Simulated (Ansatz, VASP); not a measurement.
# Two plane-wave programs on RbBr

```xyz
2
Lattice="4.1261 0.0000 0.0000 0.0000 4.1261 0.0000 0.0000 0.0000 4.1261" Properties=species:S:1:pos:R:3 pbc="T T T"
Rb    0.0000    0.0375    0.0000
Br    2.0630    2.0630    2.0630
```

Change from the starting cell: all Rb atoms moved +0.037 Å, as atom 1 along Cartesian [0 1 0].

Alike in both runs: task single point; functional PBE; k mesh 6 × 6 × 6; occupations gaussian, width 0.05 eV; no spin polarisation.

|  | VASP | Ansatz |
| --- | --- | --- |
| version | VASP 6.6.1 | Ansatz 0.2.0 |
| potentials or method | VASP PAW PBE potentials, release 64 (Rb_sv, Br) | scalar-relativistic, plane waves, PAW |
| plane-wave cutoff (eV) | 520 | 420 |
| valence electrons in the cell | 16 | 16 |

|  | VASP | Ansatz | Ansatz less VASP |
| --- | --- | --- | --- |
| gap on the k mesh at the Fermi level (eV) | 4.08 | 4.08 | +0.002 |
| least direct gap on the mesh (eV) | 4.23 | 4.24 | +0.001 |
| pressure (GPa) | 0.8 | 0.8 | -0.02 |
| rms of the force components (eV/Å) | 0.018 | 0.018 | -0.0002 |

Atom by atom the forces differ by 0.000 eV/Å (rms over components).

A k mesh can miss the band edges.
